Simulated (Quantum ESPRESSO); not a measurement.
The system is Os.

```xyz
1
Lattice="0.0000 1.9450 1.9450 1.9450 0.0000 1.9450 1.9450 1.9450 0.0000" Properties=species:S:1:pos:R:3 pbc="T T T"
Os    0.0000    0.0000    0.0000
```

This isn't the form of Os at room conditions, which is hcp.

| Property | Result |
| --- | --- |
| Program | Quantum ESPRESSO 7.5 |
| Task | single point |
| Functional | PBE |
| Potentials or basis | SSSP 1.3 efficiency PBE |
| Cutoff | 748 eV |
| Density cutoff | 5987 eV |
| k mesh | 12 × 12 × 12 |
| Occupations | fermi-dirac, width 0.05 eV |
| Spin | no spin polarisation |

On this cell: pressure -10.5 GPa; band gap on the k mesh none (metal or under the smearing width).

The same run follows on a disturbed copy (cell strained at random at fixed volume):

```
Os
1.0
     0.03202    1.94743    1.94431
     1.93066    0.01867    1.95766
     1.95368    1.98379   -0.00434
Os
1
Direct
  0.98977 0.99974 0.99869
```

Problem. What does the disturbed cell give?

Solution. The energy (extrapolated to zero smearing) moves by +15.4 meV/atom; pressure -10.1 GPa; band gap on the k mesh none (metal or under the smearing width).

Stress tensor (GPa, compression positive):
```
 -6.82  -9.05  -1.47
 -9.05 -11.70   2.67
 -1.47   2.67 -11.74
```
